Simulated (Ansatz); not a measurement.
# CoO: the cost of one run

Program: Ansatz 0.2.0. Level of theory: DFT LDA+U (U = 2 eV, J = 0.9 eV on Co d), plane waves, PAW. These are calculated values, not measurements.

2 further runs of the same task are left out: 2 that didn't finish.

**1. Starting point**

Symmetry: F-43m, No. 216, cubic system. Conventional cell: a = 4.687 Å, b = 4.687 Å, c = 4.687 Å, α = 90.00°, β = 90.00°, γ = 90.00°. Around Co (site symmetry -43m) lie 4 O at 2.03 Å. Around O (site symmetry -43m) lie 4 Co at 2.03 Å.

Coordinates:

```
CELL_PARAMETERS angstrom
0.00000 2.34364 2.34364
2.34364 0.00000 2.34364
4.68728 4.68728 0.00000
ATOMIC_POSITIONS crystal
Co 0.00000 0.00000 0.00000
O 0.25000 0.25000 0.12500
Co 0.00000 0.00000 0.50000
O 0.25000 0.25000 0.62500
```

**2. Ferromagnetic start, free, symmetry kept, no search**

Input file input.yaml:

```yaml
crystal:
  lattice:
    - [0.0, 2.34364184, 2.34364184]
    - [2.34364184, 0.0, 2.34364184]
    - [4.68728368, 4.68728368, 0.0]
  atoms:
    - { symbol: Co, position: [0.0, 0.0, 0.0], spin: 3.0 }
    - { symbol: O, position: [0.25, 0.25, 0.125] }
    - { symbol: Co, position: [0.0, 0.0, 0.5], spin: 3.0 }
    - { symbol: O, position: [0.25, 0.25, 0.625] }
basis:
  ecutwfc: 420
  ecutrho_ratio: 4
kpoints:
  mp_grid: { grid: [7, 7, 7] }
hamiltonian:
  xc: lda
  hubbard:
    sites:
      - { site: 0, l: d, u: 2.0, j: 0.9 }
      - { site: 2, l: d, u: 2.0, j: 0.9 }
scf:
  occupations: { method: gaussian, width: 0.05 }
  lower_state_search: "off"
  max_iter: 150
output:
  forces: true
  stress: true
  eigenvalues: true
  populations: true
  hubbard: { sites: [{ site: 0, l: d }, { site: 2, l: d }] }
magnetization:
  spin_polarized: true
```

Run with:

```
ansatz run input.yaml --threads 2 --pin off --max-ram 3072MiB --backend cpu --events-out ev --progress --plain --runs-dir out
```

What time and memory should one allow on 2 threads of Arm Neoverse V1, shared host?

About 15 s, with a peak of 0.41 GiB.
